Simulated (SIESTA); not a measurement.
A run of SIESTA 5.4.2 is set up as follows.

Contents of Te2Pt.fdf:

```
SystemName                      Moncheite
SystemLabel                     Te2Pt
NumberOfSpecies                 2
NumberOfAtoms                   3
%block ChemicalSpeciesLabel
  1  78 Pt
  2  52 Te
%endblock ChemicalSpeciesLabel

LatticeConstant                 1.0 Ang
%block LatticeVectors
     4.0100000000     0.0000000000     0.0000000000
    -2.0050000000     3.4727618692     0.0000000000
     0.0000000000     0.0000000000     5.2010000000
%endblock LatticeVectors
AtomicCoordinatesFormat         Fractional
%block AtomicCoordinatesAndAtomicSpecies
     0.0000000000     0.0000000000     0.0000000000  1  Pt
     0.6666666667     0.3333333333     0.7500000000  2  Te
     0.3333333333     0.6666666667     0.2500000000  2  Te
%endblock AtomicCoordinatesAndAtomicSpecies

%block kgrid.MonkhorstPack
    8   0   0  0.0
    0   8   0  0.0
    0   0   5  0.0
%endblock kgrid.MonkhorstPack
XC.Functional                   GGA
XC.Authors                      PBEsol
PAO.BasisSize                   DZP
PAO.EnergyShift                 0.003 Ry
Mesh.Cutoff                     800 Ry
OccupationFunction              FD
ElectronicTemperature           0.05 eV
MaxSCFIterations                120
SCF.MustConverge                false
SCF.Mixer.Method                Pulay
SCF.Mixer.Weight                0.25
SCF.Mixer.History               8
SCF.DM.Tolerance                5.0e-05
SCF.H.Tolerance                 1.0e-03 eV
WriteForces                     true
Charge.Mulliken                 end
Charge.Hirshfeld                end
Charge.Voronoi                  end
SaveRho                         true
SaveElectrostaticPotential      true
%block PAO.Basis
  Pt 5
  n=5 0 2
    2.732 0.000
  n=6 0 2
    7.268 0.000
  n=5 1 2
    3.260 0.000
  n=6 1 1
    7.268
  n=5 2 2
    5.669 0.000
  Te 4
  n=5 0 2
    5.613 0.000
  n=5 1 2
    7.253 0.000
  n=4 2 2
    3.260 0.000
  n=5 2 1
    7.253
%endblock PAO.Basis
```

Potentials or basis: PseudoDojo 0.4 standard (PBEsol files), DZP (energy shift 0.003 Ry; two zetas on semicore shells).

Run with:

```bash
$ siesta < Te2Pt.fdf > Te2Pt.out 2>&1
```

(1) What does it give for the Hirshfeld charges?

(2) What does it give for the band gap on the k mesh?

(3) What does it give for the largest force?

(4) Estimate the pressure.

Answers

(1) Pt +0.11; Te -0.05 e.

(2) none (metal or under the smearing width).

(3) 1.339 eV/Å.

(4) 7.2 GPa.

Caveat: short orbitals over semicore shells can move pressures by several GPa; the basis of atomic orbitals isn't converged, which shifts pressures, moduli and gaps; forces of over 1 eV/Å show positions far from the minimum, so gaps and moduli don't describe the material at rest.
